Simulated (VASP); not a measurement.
# NaCl (Fm-3m) in VASP: settings compared

Aim: see how the results for NaCl move with the level of theory and the settings. Levels: PBE, LDA. Tasks: elastic constants, phonons.

All numbers are computed with VASP 6.6.1; they aren't measurements. Logs are shortened: lines on timing, memory, paths and dates and some standing lists are left out, and cuts for length are marked.

**1. The structure**

The structure is cubic, space group Fm-3m (No. 225). Conventional cell: a = 5.359 Å, b = 5.359 Å, c = 5.359 Å, α = 90.00°, β = 90.00°, γ = 90.00°. Na (site symmetry m-3m) is surrounded by 6 Cl at 2.68 Å. Around Cl (site symmetry m-3m) lie 6 Na at 2.68 Å.

**2. Elastic constants, PBE**

POSCAR reads:

```
NaCl
1.0
   -0.0000000000      2.6793134970      2.6793134970
    2.6793134970     -0.0000000000      2.6793134970
    2.6793134970      2.6793134970      0.0000000000
  Na              Cl
     1     1
Direct
     0.0000000000000000    1.0000000000000000    0.0000000000000000
     0.5000000000000000    0.5000000000000000    0.5000000000000000
```

INCAR.step1 reads:

```
ALGO = Normal ; EDIFF = 1E-8
EDIFFG = -0.002 ; ENCUT = 600
GGA = PE ; IBRION = 2
ISIF = 3 ; ISMEAR = 0
LASPH = T ; LCHARG = F
LREAL = F ; LWAVE = F
NELM = 80 ; NSW = 40
PREC = Accurate ; PSTRESS = 66.6
SIGMA = 0.03
```

INCAR.step2 reads:

```
ALGO = Normal ; EDIFF = 1E-8
ENCUT = 600 ; GGA = PE
IBRION = 6 ; ISIF = 3
ISMEAR = 0 ; LASPH = T
LCHARG = F ; LREAL = F
LWAVE = F ; NELM = 80
NFREE = 2 ; NSW = 1
POTIM = 0.015 ; PREC = Accurate
PSTRESS = 66.6 ; SIGMA = 0.03
```

KPOINTS reads:

```
k-points
0
Gamma
  8 8 8
```

Potentials or basis: VASP PAW PBE potentials, release 64 (Na_pv, Cl).

The run is started by

```
$ cat potpaw_PBE.64/Na_pv/POTCAR potpaw_PBE.64/Cl/POTCAR > POTCAR
$ cp INCAR.step1 INCAR
$ mpirun -np 1 vasp_std > vasp.out
$ cp CONTCAR POSCAR
$ cp INCAR.step2 INCAR
$ mpirun -np 1 vasp_std > vasp.out
```

OUTCAR:

```text
EDIFF = 1E-8
   ENCUT = 600
   GGA = PE
   IBRION = 6
   ISIF = 3
   ISMEAR = 0
   LASPH = T
   LREAL = F
   NELM = 80
   NFREE = 2
   NSW = 1
   POTIM = 0.015
   PREC = Accurate
   PSTRESS = 66.6

 ion  position               nearest neighbor table
   1  0.000  0.000  0.000-   2 2.68   2 2.68   2 2.68   2 2.68   2 2.68   2 2.68
   2  0.500  0.500  0.500-   1 2.68   1 2.68   1 2.68   1 2.68   1 2.68   1 2.68

  LATTYP: Found a face centered cubic cell.
 ALAT       =     5.3586269940

  Lattice vectors:

 A1 = (   0.0000000000,   2.6793134970,   2.6793134970)
 A2 = (   2.6793134970,   0.0000000000,   2.6793134970)
 A3 = (   2.6793134970,   2.6793134970,   0.0000000000)

Analysis of symmetry for initial positions (statically):
=====================================================================
 Subroutine PRICEL returns:
 Original cell was already a primitive cell.

 Routine SETGRP: Setting up the symmetry group for a
 face centered cubic supercell.

 Subroutine GETGRP returns: Found 48 space group operations
 (whereof 48 operations were pure point group operations)
 out of a pool of 48 trial point group operations.

The static configuration has the point symmetry O_h .

Analysis of symmetry for dynamics (positions and initial velocities):
=====================================================================
 Subroutine PRICEL returns:
 Original cell was already a primitive cell.

 Routine SETGRP: Setting up the symmetry group for a
 face centered cubic supercell.

 Subroutine GETGRP returns: Found 48 space group operations
 (whereof 48 operations were pure point group operations)
 out of a pool of 48 trial point group operations.

The dynamic configuration has the point symmetry O_h .

 Subroutine INISYM returns: Found 48 space group operations
 (whereof 48 operations are pure point group operations),
 and found     1 'primitive' translations

[... 678 lines left out ...]
      1     -20.3621      2.00000
      2     -20.3298      2.00000
      3     -20.3224      2.00000
      4     -12.2308      2.00000
      5      -1.8401      2.00000
      6      -0.7361      2.00000
      7      -0.2888      2.00000
      8       8.9674      0.00000
      9      10.3485      0.00000
     10      11.2539      0.00000
     11      12.5451      0.00000

 [... further k-points ...]

------------------------ aborting loop because EDIFF is reached ----------------------------------------

  FORCE on cell =-STRESS in cart. coord.  units (eV):
  Direction    XX          YY          ZZ          XY          YZ          ZX
  --------------------------------------------------------------------------------------
  -------------------------------------------------------------------------------------
  Total        1.6006720      1.5965081      1.5965081      0.0000000      0.0000000      0.0000000
  in kB       66.6672176     66.4937926     66.4937926      0.0000000      0.0000000      0.0000000
  external PRESSURE =      -0.0483991 kB  Pullay stress =      66.6000000 kB
[... 21 lines left out ...]
  energy  without entropy=       -6.6420203419  energy(sigma->0) =       -6.64202034

  enthalpy is  TOTEN    =        -5.0429622627 eV   P V=        1.5990580791

 INTERNAL STRAIN TENSORS FROM STRAINED CELLS
 ============================================

 INTERNAL STRAIN TENSOR FOR ION    1 for displacements in x,y,z  (eV/Angst):
          X           Y           Z          XY          YZ          ZX
  --------------------------------------------------------------------------------
  x     0.00000    -0.00000    -0.00000     0.00000    -0.00000     0.00000
  y     0.00000     0.00000     0.00000    -0.00000     0.00000    -0.00000
  z     0.00000     0.00000    -0.00000     0.00000     0.00000     0.00000

 INTERNAL STRAIN TENSORS FROM DISPLACED ATOMS
 ============================================

 INTERNAL STRAIN TENSOR FOR ION    1 for displacements in x,y,z  (eV/Angst):
          X           Y           Z          XY          YZ          ZX
  --------------------------------------------------------------------------------
  x     0.00000     0.00000     0.00000     0.00000     0.00000     0.00000
  y     0.00000     0.00000     0.00000     0.00000     0.00000     0.00000
  z     0.00000     0.00000     0.00000     0.00000     0.00000     0.00000

 INTERNAL STRAIN TENSOR FOR ION    2 for displacements in x,y,z  (eV/Angst):
          X           Y           Z          XY          YZ          ZX
  --------------------------------------------------------------------------------
  x     0.00000     0.00000     0.00000     0.00000     0.00000     0.00000
  y     0.00000     0.00000     0.00000     0.00000     0.00000     0.00000
  z     0.00000     0.00000     0.00000     0.00000     0.00000     0.00000

 Eigenvectors and eigenvalues of the dynamical matrix
 ----------------------------------------------------

   1 f  =    6.928254 THz    43.531505 2PiTHz  231.101685 cm-1    28.652944 meV
             X         Y         Z           dx          dy          dz
      0.000000  0.000000  0.000000     0.000000    0.778769    0.000000
      2.679313  2.679313  2.679313     0.000000   -0.627310    0.000000
[... 21 lines left out ...]
   6 f/i=    0.001017 THz     0.006388 2PiTHz    0.033913 cm-1     0.004205 meV
             X         Y         Z           dx          dy          dz
      0.000000  0.000000  0.000000     0.000000    0.000000   -0.627310
      2.679313  2.679313  2.679313     0.000000    0.000000   -0.778769

--------------------------------------------------------------------------------------------------------

 ELASTIC MODULI CONTR FROM IONIC RELAXATION (kBar)
 Direction    XX          YY          ZZ          XY          YZ          ZX
 --------------------------------------------------------------------------------
 XX           0.0000      0.0000      0.0000      0.0000      0.0000      0.0000
 YY           0.0000      0.0000      0.0000      0.0000      0.0000      0.0000
 ZZ           0.0000      0.0000      0.0000      0.0000      0.0000      0.0000
 XY           0.0000      0.0000      0.0000      0.0000      0.0000      0.0000
 YZ           0.0000      0.0000      0.0000      0.0000      0.0000      0.0000
 ZX           0.0000      0.0000      0.0000      0.0000      0.0000      0.0000
 --------------------------------------------------------------------------------

 TOTAL ELASTIC MODULI (kBar)
 Direction    XX          YY          ZZ          XY          YZ          ZX
 --------------------------------------------------------------------------------
 XX        1059.8337    147.7430    147.7430     -0.0000      0.0000      0.0000
 YY         147.7430   1059.8337    147.7430     -0.0000      0.0000      0.0000
 ZZ         147.7430    147.7430   1059.8337     -0.0000     -0.0000      0.0000
 XY          -0.0000     -0.0000     -0.0000    129.9827      0.0000     -0.0000
 YZ           0.0000      0.0000     -0.0000      0.0000    129.9827      0.0000
 ZX           0.0000      0.0000      0.0000     -0.0000      0.0000    129.9827
 --------------------------------------------------------------------------------
```

OUTCAR.step1:

```text
EDIFF = 1E-8
   EDIFFG = -0.002
   ENCUT = 600
   GGA = PE
   IBRION = 2
   ISIF = 3
   ISMEAR = 0
[... 562 lines left out ...]
      0.00000      0.00000      0.00000         0.000000      0.000000     -0.000000
      2.67931      2.67931      2.67931        -0.000000      0.000000      0.000000
 -----------------------------------------------------------------------------------
    total drift:                               -0.000000      0.000000      0.000000

  FREE ENERGIE OF THE ION-ELECTRON SYSTEM (eV)
  ---------------------------------------------------
  free  energy   TOTEN  =        -6.6423285861 eV

  energy  without entropy=       -6.6423285861  energy(sigma->0) =       -6.64232859

  enthalpy is  TOTEN    =        -5.0432705070 eV   P V=        1.5990580791

 reached required accuracy - stopping structural energy minimisation
```

OSZICAR.step1:

```text
N       E                     dE             d eps       ncg     rms          rms(c)
DAV:   1     0.105985347998E+03    0.10599E+03   -0.83705E+03   641   0.151E+03
DAV:   2     0.156505376230E+01   -0.10442E+03   -0.98294E+02   732   0.322E+02
DAV:   3    -0.665573129785E+01   -0.82208E+01   -0.81702E+01   779   0.863E+01
DAV:   4    -0.681892061861E+01   -0.16319E+00   -0.16302E+00   718   0.130E+01
DAV:   5    -0.682261635847E+01   -0.36957E-02   -0.36955E-02   824   0.195E+00    0.225E+00
DAV:   6    -0.665038193265E+01    0.17223E+00   -0.32547E-01   779   0.431E+00    0.172E+00
DAV:   7    -0.663780352160E+01    0.12578E-01   -0.89940E-02   770   0.227E+00    0.113E+00
DAV:   8    -0.664229978996E+01   -0.44963E-02   -0.79400E-03   686   0.106E+00    0.232E-01
DAV:   9    -0.664224267044E+01    0.57120E-04   -0.16830E-04   798   0.146E-01    0.104E-01
DAV:  10    -0.664233120199E+01   -0.88532E-04   -0.17421E-04   680   0.163E-01    0.272E-02
DAV:  11    -0.664232790696E+01    0.32950E-05   -0.13776E-05   768   0.509E-02    0.228E-03
DAV:  12    -0.664232845476E+01   -0.54780E-06   -0.97408E-07   683   0.141E-02    0.105E-03
DAV:  13    -0.664232872423E+01   -0.26947E-06   -0.17725E-07   713   0.351E-03    0.267E-03
DAV:  14    -0.664232858423E+01    0.14000E-06   -0.48280E-08   740   0.174E-03    0.114E-04
DAV:  15    -0.664232858607E+01   -0.18354E-08   -0.10738E-09   385   0.359E-04
   1 F= -.50432705E+01 E0= -.50432705E+01  d E =-.504327E+01
```

Wall time 10 min (1 thread of Intel Xeon Platinum 8259CL at 2.50GHz (Skylake/Cascade Lake), shared host); peak memory 0.26 GiB.

Results:

```yaml
Elastic_constants_C11_C12_C44: 106, 15, 13 GPa
Voigt_bulk_modulus: 45 GPa
Highest_phonon_frequency_at_Γ_LO-TO_splitting_left_out: 231 cm⁻¹
```

Phonon frequencies in cm⁻¹ (negative: imaginary):
```tsv
q point	frequencies
(0.000, 0.000, 0.000)	0 0 0 231 231 231
```

Elastic tensor in Voigt notation (GPa, in the Cartesian axes of the cell as first typed):
```
106  15  15   0   0   0
 15 106  15   0   0   0
 15  15 106   0   0   0
  0   0   0  13   0   0
  0   0   0   0  13   0
  0   0   0   0   0  13
```

Clamped-ion elastic tensor (GPa):
```
106  15  15   0   0   0
 15 106  15   0   0   0
 15  15 106   0   0   0
  0   0   0  13   0   0
  0   0   0   0  13   0
  0   0   0   0   0  13
```

(Continued in part 2 of 2.)
